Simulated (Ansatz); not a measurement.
A computed series for NaBr: pressure series

Start from NaBr in the rock salt structure (space group Fm-3m, No. 225; a = 5.9272 Å).

Cell and atoms are relaxed at each pressure.

Method: PBEsol in Ansatz (plane waves to 420 eV, PAW, no spin-orbit coupling).

| P (GPa) | V (Å³/atom) |
|---|---|
| -2.00 | 29.479 |
| -1.00 | 27.438 |
| 1.80 | 24.248 |
| 4.21 | 22.620 |
| 9.00 | 20.511 |
| 17.99 | 18.186 |
| 30.01 | 16.347 |
| 45.01 | 14.878 |
| 60.00 | 13.849 |

A third-order Birch–Murnaghan fit to these points gives V₀ = 26.03 Å³/atom, B₀ = 22 GPa and B₀′ = 4.6. At pressure 60 GPa the volume is 53.2 % of V₀.

Measured bulk modulus of NaBr: 22.6 GPa (0 K or low temperature; as listed in Klaus Doll, Hermann Stoll, Phys. Rev. B (1998)); the computed value is 3 % below it.

Between the base and pressure 1.8 GPa the gap moves from 4.07 eV to 4.28 eV, a mean slope of 120 meV/GPa.

Load acts through the strain it causes; cell and atoms are relaxed under it. Stability against distortions was not tested. Competing high-pressure phases were not computed.

Ansatz is a quantum-chemistry and plane-wave program.
